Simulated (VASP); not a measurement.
Hf, 2 atoms in the cell. It takes space group P6_3/mmc (No. 194, hexagonal). The conventional cell has a = 3.197 Å, b = 3.197 Å, c = 5.058 Å, α = 90.00°, β = 90.00°, γ = 120.00°. Hf (site symmetry -6m2) is surrounded by 12 Hf at 3.13 to 3.20 Å. 

- Program: VASP 6.6.1
- Task: relaxation of cell and atoms
- Functional: PBE
- Potentials or basis: VASP PAW PBE potentials, release 64 (Hf_pv)
- Cutoff: 520 eV
- k mesh: 15 × 15 × 8
- Occupations: gaussian, width 0.1 eV
- Spin: no spin polarisation
- Further INCAR settings: ALGO = Fast; EDIFF = 1e-07; IBRION = 2; EDIFFG = -0.15; NSW = 80; ISIF = 3

Potentials or basis: VASP PAW PBE potentials, release 64 (Hf_pv).

Run with:

```bash
$ cat potpaw_PBE.64/Hf_pv/POTCAR > POTCAR
$ mpirun -np 1 vasp_std > vasp.out
```

Hardware: 1 thread of Intel(R) Xeon(R) 6975P-C (Granite Rapids), on a shared host.

Task: Estimate the wall time of this run.

Result: Wall time 26 s on 1 thread of Intel(R) Xeon(R) 6975P-C (Granite Rapids), with other jobs on the host, peak memory 0.21 GiB. Counts: scf iterations 16, k points 135, ion steps 1.
